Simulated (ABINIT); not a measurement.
Sb:

```xyz
2
Lattice="2.1542 1.2437 3.7580 -2.1542 1.2437 3.7580 0.0000 -2.4875 3.7580" Properties=species:S:1:pos:R:3 pbc="T T T"
Sb    0.0000    0.0000    8.6416
Sb    0.0000    0.0000    2.6324
```

Base run:

| Quantity | Value |
| --- | --- |
| Program | ABINIT 10.8.3 (patched build) |
| Functional | PBEsol |
| Potentials or basis | JTH PAW PBE v2.0 |
| Cutoff | 435 eV |
| k mesh | 6 × 6 × 6 |
| Occupations | fermi-dirac, width 0.05 eV |
| Spin | no spin polarisation |

Its results: band gap on the k mesh none (metal or under the smearing width); pressure 0.0 GPa; largest force 0.028 eV/Å.

**Question.** After a change of settings the same cell gave: band gap on the k mesh 0.38 eV, indirect (least direct gap 0.73 eV); pressure -0.1 GPa; largest force 0.007 eV/Å. Which change was it?
A. potentials or basis from JTH PAW PBE v2.0 to PseudoDojo NC SR PBEsol v0.4.1 standard; cutoff from 435 eV to 1088 eV; k mesh from 6 × 6 × 6 to 8 × 8 × 8
B. functional from PBEsol to AM05; k mesh from 6 × 6 × 6 to 8 × 8 × 8
C. k mesh from 6 × 6 × 6 to 5 × 5 × 5
D. functional from PBEsol to WC; k mesh from 6 × 6 × 6 to 8 × 8 × 8

**Answer.** C.

Caveats: the PAW data sets were made with another functional, which shifts forces and pressure a little; spin-orbit coupling is left out, which moves the levels of the heavy elements (some runs); an odd mesh through Γ misses points on the zone boundary, where band edges often lie (some runs).

Not every run made on this cell is shown here.
